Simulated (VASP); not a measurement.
Set up this calculation in VASP 6.6.1, as the native input.

| Property | Result |
| --- | --- |
| Task | single point |
| Functional | PBEsol |
| Potentials or basis | VASP PAW PBE potentials, release 64 (C, O) |
| Cutoff | 520 eV |
| k mesh | 2 × 2 × 1 |
| Occupations | gaussian, width 0.02 eV |
| Spin | no spin polarisation |
| Dipole correction | no |
| Further INCAR settings | LREAL = Auto; ALGO = Fast; EDIFF = 1e-07; NBANDS = 57 |

The structure of C19O lies in POSCAR:

```
C19O
1.0
    7.3980000000      0.0000000000      0.0000000000
   -3.6990000000      6.4068560000      0.0000000000
    0.0000000000      0.0000000000     13.0000000000
C O
19 1
Direct
   -0.0034598273     -0.0003073270      0.0651753077
    0.2179790124      0.1104284223      0.0651325385
   -0.0051626672      0.3335622027      0.0651241538
    0.2197228013      0.4460003471      0.0651321538
   -0.0029159705      0.6686468371      0.0651503846
    0.2174586087      0.7788147572      0.0651661538
    0.3281671455      0.0002402114      0.0651427692
    0.5530501406      0.1126817896      0.0650759231
    0.3304368180      0.3353015894      0.0650990000
    0.5507926830      0.4455029113      0.0651284615
    0.3299096298      0.6663783297      0.0651257692
    0.5513446437      0.7770872328      0.0650889231
    0.6637734052      0.0019525958      0.0650903846
    0.8841429528      0.1121372168      0.0650919231
    0.6632357066      0.3330621135      0.0651086923
    0.8846659921      0.4437639928      0.0651233846
    0.6615272814      0.6669269607      0.0651125385
    0.8863685264      0.7793607348      0.0651790000
    0.6394287029     -0.0474824157      0.3274682308
    0.5429039596      0.0128417121      0.3664383846
```

The cell was built by a generator and needn't be a form met in nature.

The input as run:

INCAR

```
PREC     = Accurate       # precision mode
ENCUT    = 520            # plane-wave cutoff, eV
EDIFF    = 1E-7           # SCF threshold, eV
ISMEAR   = 0              # smearing method
SIGMA    = 0.02           # smearing width, eV
LREAL    = Auto         
LASPH    = True           # aspherical terms in the spheres
NELM     = 80             # most SCF steps
ALGO     = Fast           # electronic algorithm
ISIF     = 2              # what is computed and relaxed
LWAVE    = False          # write WAVECAR
LCHARG   = False          # write CHGCAR
GGA      = PS             # functional
NBANDS   = 57             # bands
```

KPOINTS

```
Automatic mesh
0
Gamma
  2 2 1
```

Potentials or basis: VASP PAW PBE potentials, release 64 (C, O).

Launch:

```sh
$ cat potpaw_PBE.64/C/POTCAR potpaw_PBE.64/O/POTCAR > POTCAR
$ mpirun -np 1 vasp_std > vasp.out
```

Results of the run:

The largest force is 1.026 eV/Å. The band gap on the k mesh is 0.21 eV, direct.

Caveat: the k mesh is coarse (spacing up to 0.49 Å⁻¹), so the values aren't converged; the standard files for N, O and F lose accuracy on very short bonds; the PAW data sets were made with another functional, which shifts forces and pressure a little.

Wall time 4.6 min on 1 thread of Intel(R) Xeon(R) 6975P-C (Granite Rapids), on a shared host, peak memory 0.63 GiB.
